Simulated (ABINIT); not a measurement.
Crystal: KBr.

```
Br K
1.0
     0.00000    3.30000    3.30000
     3.30000    0.00000    3.30000
     3.30000    3.30000    0.00000
Br K
1 1
Cartesian
  3.3000 3.3000 3.3000
  0.0000 0.0000 0.0000
```

Base run:

| Quantity | Value |
| --- | --- |
| Program | ABINIT 10.8.3 (patched build) |
| Functional | PBE |
| Potentials or basis | JTH PAW PBE v2.0 |
| Cutoff | 544 eV |
| k mesh | 7 × 7 × 7 |
| Occupations | fermi-dirac, width 0.05 eV |
| Spin | no spin polarisation |

Its results: band gap on the k mesh 4.43 eV, direct; pressure 0.7 GPa.

**Question.** After a change of settings the same cell gave: band gap on the k mesh 5.03 eV, direct; pressure 2.7 GPa. Which change was it?
A. functional from PBE to WC; cutoff from 544 eV to 435 eV; fine-grid cutoff from 1088.46 eV to 870.764 eV
B. cutoff from 544 eV to 435 eV; k mesh from 7 × 7 × 7 to 9 × 9 × 9; fine-grid cutoff from 1088.46 eV to 870.764 eV
C. functional from PBE to HCTH407
D. functional from PBE to PBEsol; k mesh from 7 × 7 × 7 to 6 × 6 × 6

**Answer.** C.

Caveats: the PAW data sets were made with another functional, which shifts forces and pressure a little (some runs).
